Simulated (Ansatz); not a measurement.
Crystal: EuO.

```
Eu O
1.0
     0.00000    2.57195    2.57195
     2.57195    0.00000    2.57195
     2.57195    2.57195    0.00000
Eu O
1 1
Direct
  0.00000 0.00000 0.00000
  0.50000 0.50000 0.50000
```

Base run:

```yaml
Program: Ansatz 0.2.0
Functional: revPBE
Potentials_or_basis: Ansatz PAW
Cutoff: "420 eV (not typed: the program's choice for these potentials)"
k_mesh: 9 × 9 × 9
Occupations: fermi-dirac, width 0.05 eV
Spin: collinear spin, ferromagnetic start
Starting_moments: "[7.0, 0.0] μB"
```

Its results: band gap on the k mesh none (metal or under the smearing width); pressure -1.5 GPa; net moment 6.99 μB per cell; site moments Eu +6.63; O -0.09 μB.

Question: The run is repeated on the same cell with these changes: functional from revPBE to RPBE. What comes out?

Answer: Band gap on the k mesh none (metal or under the smearing width); pressure -0.6 GPa; net moment 6.99 μB per cell; site moments Eu +6.63; O -0.09 μB.

Caveats: spin-orbit coupling is left out, which moves the levels of the heavy elements; a cell with one magnetic atom can't hold antiferromagnetic order, which such compounds often take; without U or exact exchange the open f shell lies at the Fermi level, which spoils levels, moments and volumes; the PAW data sets come from PBE, with cores solved anew for the run's functional, which leaves a small shift of forces and pressure.
